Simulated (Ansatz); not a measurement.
# SiC (rocksalt type): the cost of one run

Program: Ansatz 0.2.0. Level of theory: DFT r²SCAN, with the methods named in each step. These are calculated values, not measurements.

**1. The structure to begin with**

Symmetry: Fm-3m, No. 225, cubic system. Conventional cell: a = 4.309 Å, b = 4.309 Å, c = 4.309 Å, α = 90.00°, β = 90.00°, γ = 90.00°. Si (site symmetry m-3m) is surrounded by 6 C at 2.15 Å. C (site symmetry m-3m) has 6 Si at 2.15 Å as nearest neighbours.

Structure file:

```
CELL_PARAMETERS angstrom
0.00000 2.15443 2.15443
2.15443 0.00000 2.15443
2.15443 2.15443 0.00000
ATOMIC_POSITIONS crystal
Si 0.00000 0.00000 0.00000
C 0.50000 0.50000 0.50000
```

Whether this phase is the stable one at these pressures isn't tested.

Atoms are numbered in the order of the input: Si1, C2.

**2. Cell relaxed at zero pressure, PAW**

input.yaml

```yaml
crystal:
  lattice:
    - [0.0, 2.15443469, 2.15443469]
    - [2.15443469, 0.0, 2.15443469]
    - [2.15443469, 2.15443469, 0.0]
  atoms:
    - { symbol: Si, position: [0.0, 0.0, 0.0] }
    - { symbol: C, position: [0.5, 0.5, 0.5] }
kpoints:
  mp_grid: { grid: [17, 17, 17] }
scf:
  occupations: { method: fermi_dirac, width: 0.1 }
hamiltonian:
  xc: r2scan
  pseudopotentials: { kind: paw }
output:
  forces: true
  stress: true
relax:
  f_tol: 0.005
  max_steps: 40
  cell: {}
```

Started as:

```bash
ansatz run input.yaml --threads 1 --pin off --max-ram 2048MiB --backend cpu --events-out ev --progress --plain --runs-dir out
```

Q: Estimate wall time and peak memory on 1 thread of Intel Xeon Platinum 8375C at 2.90GHz (Ice Lake), shared host.

About 17 s, with a peak of 0.46 GiB.
